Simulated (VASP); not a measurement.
The system is InAs.

```
In As
1.0
     0.00000    3.02400    3.02400
     3.02400    0.00000    3.02400
     3.02400    3.02400    0.00000
In As
1 1
Cartesian
  0.0000 0.0000 0.0000
  4.5360 4.5360 4.5360
```

* Program: VASP 6.6.1
* Task: relaxation of cell and atoms
* Functional: PBEsol
* Potentials or basis: VASP PAW PBE potentials, release 64 (In_d, As)
* Cutoff: 600 eV
* k mesh: 12 × 12 × 12
* Occupations: gaussian, width 0.1 eV
* Spin: no spin polarisation

At the start: pressure 1.2 GPa; volume 27.65 Å³/atom.

Problem. Where does the relaxation end?

Solution. Over 3 steps the energy falls by 2.2 meV/atom and the volume is 28.24 Å³/atom (+2.1 %); space group F-43m (No. 216, to 0.05 Å).

Step by step:
| step | energy change (eV) | largest force (eV/Å) | pressure (GPa) | volume (Å³) |
| --- | --- | --- | --- | --- |
| 1 | 0.0000 | 0.0000 | 1.24 | 55.31 |
| 2 | -0.0036 | 0.0000 | -0.60 | 57.04 |
| 3 | -0.0045 | 0.0000 | -0.01 | 56.49 |

Final structure:
```
In As
1.0
     0.00000    3.04537    3.04537
     3.04537    0.00000    3.04537
     3.04537    3.04537    0.00000
In As
1 1
Cartesian
  0.0000 0.0000 0.0000
  4.5681 4.5681 4.5681
```

Caveat: the PAW data sets were made with another functional, which shifts forces and pressure a little.
